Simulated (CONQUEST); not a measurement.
## Te: equation of state with PBEsol

The system is Te.

```xyz
6
Lattice="4.6118 0.0000 0.0000 0.0000 5.0729 0.0000 0.0000 0.0000 7.9879" Properties=species:S:1:pos:R:3 pbc="T T T"
Te    0.0000    0.8455    5.3253
Te    0.0000    2.5364    0.0000
Te    0.0000    4.2274    2.6626
Te    2.3059    0.8455    1.3313
Te    2.3059    2.5364    3.9939
Te    2.3059    4.2274    6.6566
```

This isn't the form of Te at room conditions, which is trigonal, of chains.

```json
{
  "Program": "CONQUEST 1.3",
  "Task": "equation of state",
  "Functional": "PBEsol",
  "Potentials or basis": "PseudoDojo NC PBEsol, DZP, grid of 48 × 48 × 80 points",
  "k mesh": "6 × 5 × 4",
  "Occupations": "fermi-dirac, width 0.05 eV",
  "Spin": "no spin polarisation"
}
```

| Quantity | Value |
| --- | --- |
| Equilibrium volume | 31.65 Å³/atom |
| Bulk modulus at fixed shape and positions | 55 GPa |
| Pressure derivative of the bulk modulus | 4.5 |

Energy against volume, from the lowest point:
| volume (Å³/atom) | energy (meV/atom) |
| --- | --- |
| 29.277 | 35.00 |
| 29.900 | 18.27 |
| 30.523 | 7.24 |
| 31.146 | 1.32 |
| 31.769 | 0.00 |
| 32.392 | 2.77 |
| 33.015 | 9.27 |

All runs of the series together: 7.4 min on 1 thread of Intel(R) Xeon(R) Platinum 8259CL CPU @ 2.50GHz (Skylake/Cascade Lake) (shared host).

Caveat: the DZP basis gives volumes some 2 % larger than converged bases do, and moduli off by several per cent; the cell was scaled at fixed shape and fractional positions, which overstates the stiffness of a crystal with free parameters, most of all of layers and chains; the basis of atomic orbitals isn't converged, which shifts pressures, moduli and gaps. The run has no spin-orbit coupling, so splittings on Te are missing.
